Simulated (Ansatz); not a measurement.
Theory: Ansatz, DFT PBE, scalar-relativistic, plane waves, PAW. Settings: cutoff 420 eV, Γ-centred meshes spaced at most about 0.3 Å⁻¹, and about 0.25 Å⁻¹ or finer for metals (2π included), Gaussian smearing. No spin polarisation in the final relaxations.

Temperature and zero-point effects are left out. All come from trial cells, and lower structures may exist.

Question: Order these relaxed structures of Ba by energy, lowest first, with the energy over the lowest of them.
A.

```xyz
1
Lattice="4.2695 0.0000 0.0000 -2.1348 3.6975 0.0000 0.0000 0.0000 3.9461" Properties=species:S:1:pos:R:3 pbc="T T T"
Ba    0.0000    0.0000    1.9731
```

B.

```xyz
6
Lattice="-4.7452 4.7452 4.7452 4.7452 -4.7452 4.7452 4.7452 4.7452 -4.7452" Properties=species:S:1:pos:R:3 pbc="T T T"
Ba    2.9072    0.0000    0.0000
Ba    6.5833    0.0000    0.0000
Ba    0.0000    2.9072    0.0000
Ba    0.0000    6.5833    0.0000
Ba    0.0000    0.0000    2.9072
Ba    0.0000    0.0000    6.5833
```

Answer: A (0 meV/atom), B (243 meV/atom). Forms: A simple hexagonal type, P6/mmm; B Im-3m. Counting all near atoms (those within 1.25 times the shortest distance at each site; a plus sign parts nearer from farther groups): A has Ba 8; B has Ba 1+4.

Cells relaxed within their symmetry can be saddle points. The part of the Crystallography Open Database at hand lists Ba in space groups No. 65, 229; sharing a group (Im-3m) doesn't make a cell the listed structure. Some types were kept out of the candidates beforehand, so the set may lack a known form.
